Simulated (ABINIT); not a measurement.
The system is Si2Mo.

```
CELL_PARAMETERS angstrom
-1.60000 1.60000 3.93050
1.60000 -1.60000 3.93050
1.60000 1.60000 -3.93050
ATOMIC_POSITIONS crystal
Mo 0.00000 0.00000 0.00000
Si 0.66700 0.66700 0.00000
Si 0.33300 0.33300 0.00000
```

* Program: ABINIT 10.8.3 (patched build)
* Task: relaxation of cell and atoms
* Functional: PBEsol
* Potentials or basis: PseudoDojo NC SR PBEsol v0.4.1 standard
* Cutoff: 1088 eV
* k mesh: 9 × 9 × 9
* Occupations: fermi-dirac, width 0.05 eV
* Spin: no spin polarisation

At the start: pressure -2.7 GPa; volume 13.42 Å³/atom.

Where does the relaxation end?

Over 9 steps the energy falls by 3.4 meV/atom and the volume is 13.27 Å³/atom (-1.1 %); space group I4/mmm (No. 139, to 0.05 Å).

The path:
| step | energy change (eV) | largest force (eV/Å) | pressure (GPa) | volume (Å³) |
| --- | --- | --- | --- | --- |
| 1 | 0.0000 | 0.3500 | -2.66 | 40.25 |
| 2 | -0.0061 | 0.2722 | -0.84 | 39.92 |
| 3 | -0.0088 | 0.1543 | 0.59 | 39.69 |
| 4 | -0.0096 | 0.0876 | 0.64 | 39.69 |
| 5 | -0.0103 | 0.0009 | 0.22 | 39.78 |
| 6 | -0.0103 | 0.0018 | 0.03 | 39.81 |
| 7 | -0.0103 | 0.0001 | -0.01 | 39.82 |
| 8 | -0.0103 | 0.0003 | -0.01 | 39.82 |
| 9 | -0.0103 | 0.0001 | 0.00 | 39.81 |

Final structure:
```xyz
3
Lattice="-1.5957 1.5957 3.9092 1.5957 -1.5957 3.9092 1.5957 1.5957 -3.9092" Properties=species:S:1:pos:R:3 pbc="T T T"
Mo    0.0000    0.0000    0.0000
Si    0.0000    0.0000    5.1974
Si    0.0000    0.0000    2.6211
```
